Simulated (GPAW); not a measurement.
**free-standing square Cr monolayer, spacing 3.072 A: one coupling from two orders, and a test**

Aim: get Heisenberg couplings of free-standing square Cr monolayer, spacing 3.072 A from the energies of collinear orders, with pencil and paper, and test them on an order left out of the fit.

Main program and level: GPAW 26.7.0; LDA; plane waves with GPAW's PAW setups, scalar-relativistic.

**1. The structure**

The cell holds 1 atom: 1 Cr. Cell: a = 3.072 Å, b = 3.072 Å, c = 14.000 Å, α = 90.0°, β = 90.0°, γ = 90.0°. model lattice. Vacuum lies along c.

**2. The parallel order**

All energies count from this run.

File order1.py:

```python
import json
import numpy as np
from ase import Atoms
from ase.parallel import paropen, parprint
from gpaw import GPAW

atoms = Atoms(['Cr'],
    cell=[[3.072, 0.0, 0.0],
         [0.0, 3.072, 0.0],
         [0.0, 0.0, 14.0]],
    scaled_positions=[[0.0, 0.0, 0.5]],
    pbc=True,
    magmoms=[2.5])
atoms.calc = GPAW(mode={'name': 'pw', 'ecut': 550},
    xc='LDA',
    kpts={'size': (10, 10, 1), 'gamma': True},
    occupations={'name': 'fermi-dirac', 'width': 0.1},
    convergence={'density': 1e-05, 'energy': 1e-05},
    maxiter=200,
    symmetry={'tolerance': 1e-4},
    txt='order1.txt')
e = atoms.get_potential_energy(force_consistent=True)
res = {'free_energy': e, 'energy_sigma0': atoms.get_potential_energy(), 'fermi_energy': atoms.calc.get_fermi_level()}
res['moments'] = atoms.get_magnetic_moments().tolist()
res['total'] = atoms.get_magnetic_moment()
parprint('site moments (muB):', np.round(res['moments'], 3))
parprint(f"total moment: {res['total']:.3f} muB")
parprint(f'free energy: {e:.6f} eV')
atoms.calc.write('order1.gpw')
n = atoms.calc.get_pseudo_density()
up, down = (atoms.calc.get_pseudo_density(spin=i) for i in (0, 1))
np.savez('grids.npz', density=n, spin=up - down)
with paropen('results.json', 'w') as f:
    json.dump(res, f)
```

Run with:

```sh
> OMP_NUM_THREADS=1 mpirun -n 2 gpaw python order1.py > order1.log
```

The log of the run:

```text
site moments (muB): [3.907]
total moment: 5.029 muB
free energy: -6.681134 eV

--- order1.txt ---
Input parameters:
  mode=PW(ecut=550),
  convergence={'density': 1e-05, 'energy': 1e-05},
  kpts=MonkhorstPack(size=(10, 10, 1), gamma=True),
  maxiter=200,
  occupations=Occupations(name='fermi-dirac', width=0.1),
  symmetry=Symmetry(tolerance=0.0001),
  xc=XC(name='LDA')

Diagonalizing LCAO Hamiltonian
[...]
|          3 |        -3.009 |     0.960 |        -0.783 |     0.000 |
|          4 |        -3.009 |     0.960 |         0.667 |     0.000 |
|          5 |        -2.772 |     0.695 |         0.667 |     0.000 |
|          6 |        -2.240 |     0.011 |         0.949 |     0.000 |
|          7 |         1.055 |     0.000 |         1.378 |     0.000 |
|          8 |         2.190 |     0.000 |         2.448 |     0.000 |

No gap
No difference between direct/indirect transitions

[key lines of the parts left out:]
Free energy:      -6.681134
Converged in 26 steps
dipole moment: (-7.298659, -7.298659, 0.000077)  # |e|*Ang
Fermi level: -2.690
```

Elapsed: 29 s, on 2 MPI ranks of Intel Xeon 6975P-C (Granite Rapids), shared host; peak memory 0.46 GiB; 58 s of CPU time.

Spin moment in the augmentation sphere by atom:

```
atom  spin moment in the augmentation sphere (μB)
 Cr1                                         3.91
```

This step gave:

| Item | Value |
| --- | --- |
| magnetization | 5.029 μB |
| final state | ferromagnetic |

After 26 cycles the largest moment stands at 3.91 μB.

**3. The orders used for the fit**

The other orders were run with the same settings, on meshes that hold the same points. Free energies (smearing 0.1 eV, its entropy term included) are divided by the number of Cr atoms; q is in fractions of the reciprocal vectors of the first run's cell.

```
              order  atoms     mesh  free energy (eV)  eV per Cr  largest moment (μB)
                F +      1  10×10×1           -6.6811    -6.6811                 3.91
AF q=(1/2,1/2,0) +-      2   5×10×1          -13.7145    -6.8573                 3.76
```

**4. Counting neighbours**

With E = −Σ J e_i·e_j over ordered pairs of unit vectors, turning a neighbour from parallel to opposed costs 2J a Cr atom. So an order lies 2 Σ n J over the parallel one, n being the opposed neighbours in each shell.

```
shell  distance (Å)  neighbours  opposed in AF q=(1/2,1/2,0) +-  opposed in AF q=(0,1/2,0) +-
   J1          3.07           4                               4                             2
   J2          4.34           4                               0                             4
```

Only J1 is kept.

**5. Solving**

```
2 × 4 × J1 = -176.12 meV    (AF q=(1/2,1/2,0) +-)
J1 = -22.02 meV
```

**6. The test**

The couplings now give the orders that were left out:

```
2 × 2 × (-22.02) = -88.08 meV    (AF q=(0,1/2,0) +-)
```

The runs themselves:

```
            order  atoms    mesh  free energy (eV)  eV per Cr  largest moment (μB)  over the parallel order (meV)  foretold (meV)
AF q=(0,1/2,0) +-      2  10×5×1          -13.6456    -6.8228                 3.84                        -141.69          -88.08
```

**7. One more shell**

The miss asks for the next shell, which takes one more order into the fit and leaves none for a test.

```
2 × 4 × J1 = -176.12 meV    (AF q=(1/2,1/2,0) +-)
2 × 2 × J1 + 2 × 4 × J2 = -141.69 meV    (AF q=(0,1/2,0) +-)
J1 = -22.02 meV
J2 = -6.70 meV
```

**8. Summary of results**

```json
{"J1 (Cr–Cr at 3.07 Å)": "-22.0 meV", "largest miss on the orders left out": "54 meV", "J1 with 2 shells": "-22.0 meV", "J2 with 2 shells": "-6.7 meV"}
```

The model misses the order left out by 54 meV, 30 % of the span of the orders, so it fails: these couplings alone don't describe the crystal. With the next shell added the couplings are J1 = -22.02 and J2 = -6.70 meV, untested. The first dropped shell that the test feels is J2 at 4.34 Å. The site moments spread by 3.9 % over the orders. In a metal couplings reach far, and the mesh was not tested. The couplings are effective ones: further shells with opposed neighbours are folded into them or show in the miss. No mean-field temperature is given: it needs a model that holds, an unfrustrated order and couplings in all three dimensions.

[Logs and program files are shortened in this print: banners, set-up blocks, solver, clock and traceback lines can be left out without a mark of their own.]

[Logs are printed without paths, hosts, clocks, repeated set-up lines and the standing remarks that a program may print on its own settings, such as how far it seeks lower states.]

[Hosts, paths, dates, database ids (printed as entryN), source tags and the programs' standing remarks are cut or masked in the printed files.]

[Where a cell is said to come from a database of computed structures, the database is the Materials Project.]
